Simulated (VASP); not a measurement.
# C2H4 in VASP: a series of runs

One molecule, C2H4, is run at these levels: RPBE+D3(BJ), optB86b-vdW, rev-vdW-DF2; tasks: single point.

Everything below comes from runs of VASP 6.6.1. Logs are shortened: lines on timing, memory, paths and dates and some standing lists are left out, and cuts for length are marked.

**1. The structure**

The cell holds a molecule in a box, 6 atoms: a = 13.015 Å, b = 13.515 Å, c = 14.015 Å, α = 90.00°, β = 90.00°, γ = 90.00°.

**2. Single point, RPBE+D3(BJ)**

File INCAR:

```
SYSTEM = H2C
ALGO = Normal
EDIFF = 1E-6
ENCUT = 400
GGA = RP
ISIF = 2
ISMEAR = 0
ISYM = 0
IVDW = 12
LASPH = .TRUE.
LCHARG = .FALSE.
LREAL = .FALSE.
LWAVE = .FALSE.
NELM = 60
PREC = Accurate
SIGMA = 0.01
```

File KPOINTS:

```
k-points
0
G
  1 1 1
  0 0 0
```

File POSCAR:

```
H2C                                     
1.0
   13.0146151263      0.0000000000      0.0000000000
    0.0000000000     13.5146151263      0.0000000000
    0.0000000000      0.0000000000     14.0146151263
  C               H             
     2     4
Selective dynamics
Direct
     0.5432027012999967    0.4875295362000003    0.4812177697999971   F   F   F
     0.4557463640286073    0.5202657865661985    0.5192355659677074   T   T   T
     0.5651186702230939    0.4096132336611897    0.4843618238086328   T   T   T
     0.5968691103297031    0.5371520237344053    0.4452231535384664   T   T   T
     0.4342162623295124    0.5983133022806838    0.5158786262629017   T   T   T
     0.4023410632690648    0.4702679784634422    0.5551685940794859   T   T   T
```

Potentials or basis: VASP PAW PBE potentials, release 64 (C, H).

Run with:

```bash
$ cat potpaw_PBE.64/C/POTCAR potpaw_PBE.64/H/POTCAR > POTCAR
$ mpirun -np 4 vasp_gam > vasp.out
```

OUTCAR:

```text
SYSTEM = H2C
   EDIFF = 1E-6
   ENCUT = 400
   GGA = RP
   ISIF = 2
   ISMEAR = 0
   ISYM = 0
   IVDW = 12
   LASPH = .TRUE.
   LREAL = .FALSE.
   NELM = 60
   PREC = Accurate
 IVDW          = 12

 ion  position               nearest neighbor table
   1  0.543  0.488  0.481-   4 1.09   3 1.09   2 1.33
   2  0.456  0.520  0.519-   6 1.09   5 1.09   1 1.33
   3  0.565  0.410  0.484-   1 1.09
   4  0.597  0.537  0.445-   1 1.09
   5  0.434  0.598  0.516-   2 1.09
   6  0.402  0.470  0.555-   2 1.09

IMPORTANT INFORMATION: All symmetrisations will be switched off!
NOSYMM: (Re-)initialisation of all symmetry stuff for point group C_1.

----------------------------------------------------------------------------------------

                                     Primitive cell

  volume of cell :    2464.9958

  direct lattice vectors                    reciprocal lattice vectors
    13.014615126  0.000000000  0.000000000     0.076836694  0.000000000  0.000000000
     0.000000000 13.514615126  0.000000000     0.000000000  0.073993968  0.000000000
     0.000000000  0.000000000 14.014615126     0.000000000  0.000000000  0.071354082

  length of vectors
    13.014615126 13.514615126 14.014615126     0.076836694  0.073993968  0.071354082

  position of ions in fractional coordinates (direct lattice)
     0.543202701  0.487529536  0.481217770
     0.455746364  0.520265787  0.519235566
     0.565118670  0.409613234  0.484361824
     0.596869110  0.537152024  0.445223154
     0.434216262  0.598313302  0.515878626
     0.402341063  0.470267978  0.555168594

  ion indices of the primitive-cell ions
   primitive index   ion index
                 1           1
                 2           2
                 3           3
                 4           4
                 5           5
                 6           6

----------------------------------------------------------------------------------------

 KPOINTS: k-points

Automatic generation of k-mesh.
 Grid dimensions read from file:
 generate k-points for:    1    1    1

 Generating k-lattice:

  Cartesian coordinates                     Fractional coordinates (reciprocal lattice)
     0.076836694  0.000000000  0.000000000     1.000000000  0.000000000  0.000000000
     0.000000000  0.073993968  0.000000000     0.000000000  1.000000000  0.000000000
     0.000000000  0.000000000  0.071354082     0.000000000  0.000000000  1.000000000

  Length of vectors
     0.076836694  0.073993968  0.071354082

  Shift w.r.t. Gamma in fractional coordinates (k-lattice)
     0.000000000  0.000000000  0.000000000

 Subroutine IBZKPT returns following result:
 ===========================================

 Found      1 irreducible k-points:

 Following reciprocal coordinates:
            Coordinates               Weight
  0.000000  0.000000  0.000000      1.000000
   k-points           NKPTS =      1   k-points in BZ     NKDIM =      1   number of bands    NBANDS=     12
   number of dos      NEDOS =    301   number of ions     NIONS =      6
   total plane-waves  NPLWV = 777600
   dimension x,y,z NGX =    90 NGY =   90 NGZ =   96
   dimension x,y,z NGXF=   180 NGYF=  180 NGZF=  192
   ions per type =               2   4
   NGX,Y,Z   is equivalent  to a cutoff of  11.50, 11.07, 11.39 a.u.
   NGXF,Y,Z  is equivalent  to a cutoff of  22.99, 22.14, 22.78 a.u.
 SYSTEM =  H2C
   PREC   = accura    normal or accurate (medium, high low for compatibility)
   ISTART =      0    job   : 0-new  1-cont  2-samecut
   ICHARG =      2    charge: 1-file 2-atom 10-const
   ISPIN  =      1    spin polarized calculation?
   LNONCOLLINEAR =      F non collinear calculations
   LSORBIT =      F    spin-orbit coupling
   LASPH  =      T    aspherical Exc in radial PAW
   ENCUT  =  400.0 eV  29.40 Ry    5.42 a.u.  21.22 22.04 22.85*2*pi/ulx,y,z
   NELM   =     60;   NELMIN=  2; NELMDL= -5     # of ELM steps
   EDIFF  = 0.1E-05   stopping-criterion for ELM
   LREAL  =      F    real-space projection
   EDIFFG = 0.1E-04   stopping-criterion for IOM
   NSW    =      0    number of steps for IOM
   IBRION =     -1    ionic relax: 0-MD 1-quasi-New 2-CG
   NFREE  =      0    steps in history (QN), initial steepest desc. (CG)
   ISIF   =      2    stress and relaxation
   ISYM   =      0    0-nonsym 1-usesym 2-fastsym
   POTIM  = 0.5000    time-step for ionic-motion
   TEBEG  =    0.0;   TEEND  =   0.0 temperature during run
   PSTRESS=    0.0 pullay stress
   NELECT =      12.0000    total number of electrons
   NUPDOWN=      -1.0000    fix difference up-down
   EMIN   =  10.00;   EMAX   =-10.00  energy-range for DOS
   EFERMI =   0.00;   METHOD = LEGACY
   ISMEAR =     0;   SIGMA  =   0.01  broadening in eV -4-tet -1-fermi 0-gaus
   EFERMI_NEDOS =   21; number of points for ismear=-14 and -15
   IALGO  =     38    algorithm
   IMIX   =      4    mixing-type and parameters
     AMIX     =   0.40;   BMIX     =  1.00
     AMIX_MAG =   1.60;   BMIX_MAG =  1.00
  volume/ion in A,a.u.               =     410.83      2772.44
  Fermi-wavevector in a.u.,A,eV,Ry     =   0.277458  0.524319  1.047413  0.076983
  Thomas-Fermi vector in A             =   1.123187
   LORBIT       =      0    0 simple, 1 ext, 2 COOP (PROOUT), +10 PAW based schemes
   GGA     = RP    functional components
   LHFCALC =     F    Hartree Fock is set to
   AEXX    =    0.0000 exact exchange contribution
   IVDW    =    12    specifies the selected vdW correction
   LEPSILON=     F    determine dielectric tensor
   LRPA    =     F    only Hartree local field effects (RPA)
 non-spin polarized calculation
 Gauss-broadening in eV      SIGMA  =   0.01
  energy-cutoff  :      400.00
  volume of cell :     2465.00
 maximum number of plane-waves:     22382
 NGX is ok and might be reduce to    90
   NGX = 43   NGY = 45   NGZ = 45

 number of electron      11.9999999 magnetization

 Free energy of the ion-electron system (eV)
  ---------------------------------------------------
  ext. energy  EPLUGINS =         0.00000000
  ---------------------------------------------------
  free energy    TOTEN  =       -31.67606649 eV

  energy without entropy =      -31.67606649  energy(sigma->0) =      -31.67606649

 E-fermi :  -6.5853     XC(G=0):  -0.4109

 val. band max:       -6.6338203800   @ k =   0.0000   0.0000   0.0000
 cond. band min:      -0.9557482453   @ k =   0.0000   0.0000   0.0000
 fundamental gap:      5.6780721347
 Fermi energy:        -6.5853286422

 k-point     1 :       0.0000    0.0000    0.0000
  band No.  band energies     occupation
      1     -18.7586      2.00000
      2     -14.1561      2.00000
      3     -11.3498      2.00000
      4     -10.0718      2.00000
      5      -8.4266      2.00000
      6      -6.6338      2.00000
      7      -0.9557      0.00000
      8      -0.4143      0.00000
      9       0.2460      0.00000
     10       0.2892      0.00000
     11       0.4125      0.00000
     12       0.5589      0.00000

------------------------ aborting loop because EDIFF is reached ----------------------------------------

 Edisp (eV)   -0.36161

 E8    (eV) :    -0.1528

  FORCE on cell =-STRESS in cart. coord.  units (eV):
  Direction    XX          YY          ZZ          XY          YZ          ZX
  --------------------------------------------------------------------------------------
  -------------------------------------------------------------------------------------
  Total      -0.17933    -0.40088    -0.44815    -0.11496     0.03611    -0.16816
  in kB      -0.11656    -0.26056    -0.29128    -0.07472     0.02347    -0.10930
  external pressure =       -0.22 kB  Pullay stress =        0.00 kB

 VOLUME and BASIS-vectors are now :
 -----------------------------------------------------------------------------
  energy-cutoff  :      400.00
  volume of cell :     2465.00
      direct lattice vectors                 reciprocal lattice vectors
    13.014615126  0.000000000  0.000000000     0.076836694  0.000000000  0.000000000
     0.000000000 13.514615126  0.000000000     0.000000000  0.073993968  0.000000000
     0.000000000  0.000000000 14.014615126     0.000000000  0.000000000  0.071354082

 POSITION                                       TOTAL-FORCE (eV/Angst)
 -----------------------------------------------------------------------------------
      7.06957      6.58877      6.74408         0.225692     -0.088084     -0.105323
      5.93136      7.03119      7.27689        -0.186857      0.072784      0.087440
      7.35480      5.53577      6.78814        -0.007173     -0.028691      0.009307
      7.76802      7.25940      6.23963         0.006713      0.028642     -0.009329
      5.65116      8.08597      7.22984        -0.021943     -0.003697      0.012327
      5.23631      6.35549      7.78047        -0.016433      0.019046      0.005578
 -----------------------------------------------------------------------------------
    total drift:                               -0.000200      0.000288     -0.000132

  FREE ENERGIE OF THE ION-ELECTRON SYSTEM (eV)
  ---------------------------------------------------
  free  energy   TOTEN  =       -32.0376738428 eV

  energy  without entropy=      -32.0376738428  energy(sigma->0) =      -32.03767384
```

It took 34 s on 4 MPI ranks of Intel Xeon 6975P-C (Granite Rapids), shared host; peak memory 0.46 GiB.

Results:

```yaml
Free_energy: -32.0377 eV
Largest_force: 0.264 eV/Å
Gap_between_the_frontier_levels: 5.68 eV
Dispersion_energy_per_atom: -0.060 eV
```

Forces in eV/Å, atoms in the order of the input:
```
C    0.226 -0.088 -0.105
C   -0.187  0.073  0.087
H   -0.007 -0.029  0.009
H    0.007  0.029 -0.009
H   -0.022 -0.004  0.012
H   -0.016  0.019  0.006
```

Caveat: the cutoff is under 1.25 times the usual one of these potentials, so pressure, stress and relaxed cells hold a basis-set (Pulay) error; the PAW data sets were made with another functional, which shifts forces and pressure a little.

**3. Single point, optB86b-vdW**

File INCAR:

```
SYSTEM = H2C
AGGAC = 0.0
ALGO = Normal
EDIFF = 1E-6
ENCUT = 400
GGA = MK
ISIF = 2
ISMEAR = 0
ISYM = 0
LASPH = .TRUE.
LCHARG = .FALSE.
LREAL = .FALSE.
LUSE_VDW = .TRUE.
LWAVE = .FALSE.
NELM = 60
PARAM1 = 0.1234
PARAM2 = 1.0
PREC = Accurate
SIGMA = 0.01
```

KPOINTS is that of step 2.

POSCAR is that of step 2.

Potentials or basis: VASP PAW PBE potentials, release 64 (C, H).

Run with:

```bash
$ cat potpaw_PBE.64/C/POTCAR potpaw_PBE.64/H/POTCAR > POTCAR
$ mpirun -np 4 vasp_gam > vasp.out
```

Run time: 6.5 min. Hardware: 4 MPI ranks of Intel Xeon 6975P-C (Granite Rapids), shared host; peak memory 1.3 GiB.

Results (log left out):

- Free energy: -29.0619 eV
- Largest force: 0.071 eV/Å
- Gap between the frontier levels: 5.66 eV

Forces in eV/Å, atoms in the order of the input:
```
C   -0.022  0.008  0.011
C    0.061 -0.023 -0.028
H   -0.002 -0.051  0.011
H    0.021  0.043 -0.020
H   -0.027  0.019  0.011
H   -0.031  0.004  0.016
```

Levels at points of the mesh, in eV from the valence-band top:
| k point | band 3 | band 4 | band 5 | band 6 | band 7 | band 8 | band 9 | band 10 |
| --- | --- | --- | --- | --- | --- | --- | --- | --- |
| (0.00, 0.00, 0.00) | -4.69 | -3.45 | -1.77 | 0.00 | 5.66 | 6.08 | 6.74 | 6.77 |

Caveat: the cutoff is under 1.25 times the usual one of these potentials, so pressure, stress and relaxed cells hold a basis-set (Pulay) error; the PAW data sets were made with another functional, which shifts forces and pressure a little.

**4. Single point, rev-vdW-DF2**

Edit INCAR of step 3 so:

```diff
@@ -16,4 +16,5 @@
 PARAM1 = 0.1234
-PARAM2 = 1.0
+PARAM2 = 0.711357
 PREC = Accurate
 SIGMA = 0.01
+ZAB_VDW = -1.8867
```

KPOINTS is that of step 3.

POSCAR is that of step 3.

Run with:

```bash
$ cat potpaw_PBE.64/C/POTCAR potpaw_PBE.64/H/POTCAR > POTCAR
$ mpirun -np 4 vasp_gam > vasp.out
```

It took 6.4 min on 4 MPI ranks of Intel Xeon 6975P-C (Granite Rapids), shared host; peak memory 1.3 GiB.

The run converged. Its results:

| Item | Value |
| --- | --- |
| Free energy | -29.5142 eV |
| Largest force | 0.103 eV/Å |
| Gap between the frontier levels | 5.64 eV |

Forces on the atoms (eV/Å):
```
C   -0.049  0.019  0.023
C    0.088 -0.034 -0.041
H   -0.005 -0.037  0.010
H    0.012  0.034 -0.013
H   -0.024  0.005  0.012
H   -0.022  0.013  0.010
```

Levels at points of the mesh, in eV from the valence-band top:
```csv
k point,band 4,band 5,band 6,band 7,band 8,band 9
"(0.00, 0.00, 0.00)",-3.46,-1.77,0.00,5.64,6.14,6.81
```

Caveat: the cutoff is under 1.25 times the usual one of these potentials, so pressure, stress and relaxed cells hold a basis-set (Pulay) error; the PAW data sets were made with another functional, which shifts forces and pressure a little.

**5. Overview**

| level | gap on the mesh (eV) | largest force (eV/Å) |
| --- | --- | --- |
| RPBE+D3(BJ) | 5.68 | 0.26 |
| optB86b-vdW | 5.66 | 0.07 |
| rev-vdW-DF2 | 5.64 | 0.10 |

Alike in all rows: task single point; potentials or basis VASP PAW PBE potentials, release 64 (C, H); no spin polarisation; cell as given; k mesh 1 × 1 × 1; cutoff (eV) 400; smearing gaussian 0.01 eV.

On the cell as given the gap runs from 5.64 eV (rev-vdW-DF2) to 5.68 eV (RPBE+D3(BJ)).

Caveats: the cutoff is under 1.25 times the usual one of these potentials, so pressure, stress and relaxed cells hold a basis-set (Pulay) error; the PAW data sets were made with another functional, which shifts forces and pressure a little.

Total energies depend on the potentials used, so only differences within one code and one set of settings carry meaning.
